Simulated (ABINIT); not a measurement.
Crystal: ZrC.

```
CELL_PARAMETERS angstrom
0.00000 2.36500 2.36500
2.36500 0.00000 2.36500
2.36500 2.36500 0.00000
ATOMIC_POSITIONS crystal
Zr 0.50000 0.50000 0.50000
C 0.00000 0.00000 0.00000
```

Program: ABINIT 10.8.3 (patched build). Alike in all runs: cell as given; smearing fermi-dirac 0.05 eV. Hardware: 1 thread of Arm Neoverse V1, on a shared host.

Problem. Order these runs on this cell by their wall time, lowest first.
A. task single point; level LDA; potentials or basis JTH PAW LDA v2.0; spin off; k mesh 6 × 6 × 6; cutoff (eV) 544; fine-grid cutoff 1088.46 eV; mesh quality coarse
B. task band structure; level SOGGA; potentials or basis JTH PAW PBE v2.0; spin SOC, no magnetisation; k mesh 10 × 10 × 10; cutoff (eV) 544; fine-grid cutoff 1088.46 eV; mesh quality not flagged
C. task band structure; level revPBE; potentials or basis JTH PAW PBE v2.0; spin off; k mesh 10 × 10 × 10; cutoff (eV) 544; fine-grid cutoff 1088.46 eV; mesh quality not flagged
D. task single point; level r2SCAN; potentials or basis JTH PAW PBE v2.0; spin off; k mesh 4 × 4 × 4; cutoff (eV) 653; fine-grid cutoff 1251.72 eV; mesh quality coarse

Solution. A (5.3 s), D (18 s), C (42 s), B (170 s).

Caveats: some runs use coarse meshes.

Runs at the PBE level aren't shown here.
